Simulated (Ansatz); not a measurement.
# BP under changes of volume

One of the cells (11.682 Å³/atom); the others are scaled copies at fixed shape and fractional positions:

```
P B
1.0
     0.00000    2.26900    2.26900
     2.26900    0.00000    2.26900
     2.26900    2.26900    0.00000
P B
1 1
Cartesian
  3.4035 3.4035 3.4035
  0.0000 0.0000 0.0000
```

- Program: Ansatz 0.2.0
- Functional: LDA
- Potentials or basis: JTH PAW LDA
- Cutoff: 870 eV
- Density cutoff: 4350 eV
- k mesh: 10 × 10 × 10
- Occupations: fermi-dirac, width 0.05 eV
- Spin: no spin polarisation

| volume (Å³/atom) | energy over the lowest point (meV/atom) | pressure (GPa) | gap on the mesh (eV) |
| --- | --- | --- | --- |
| 10.981 | ? | ? | ? |
| 11.214 | 0.00 | 1.6 | 1.14 |
| 11.448 | 0.39 | -2.0 | 1.16 |
| 11.682 | 5.79 | -5.3 | 1.19 |
| 11.915 | 15.73 | -8.3 | 1.21 |
| 12.149 | 29.78 | -11.0 | 1.23 |
| 12.383 | 47.56 | -13.4 | 1.25 |

**Question.** What does the run at 10.981 Å³/atom give?

**Answer.** Energy over the lowest point 5.14 meV/atom; pressure 5.5 GPa; gap on the mesh 1.12 eV.

Worked out: A Birch-Murnaghan fit of order 3 (a polynomial in V^(-2/3)) to the other rows has its minimum at 11.31 Å³/atom with B0 = V·E''(V) = 177 GPa and B' = 4.0. It gives 5.17 meV/atom at 10.981 Å³/atom, against the run's 5.14, and -dE/dV = 5.6 GPa, against 5.5. A straight line through the other rows of the gap, of slope 1.12 eV per unit of ln V, extrapolates to 1.12 eV, against the run's 1.12.

Energies are extrapolated to zero smearing.

A mesh can miss the band edges.
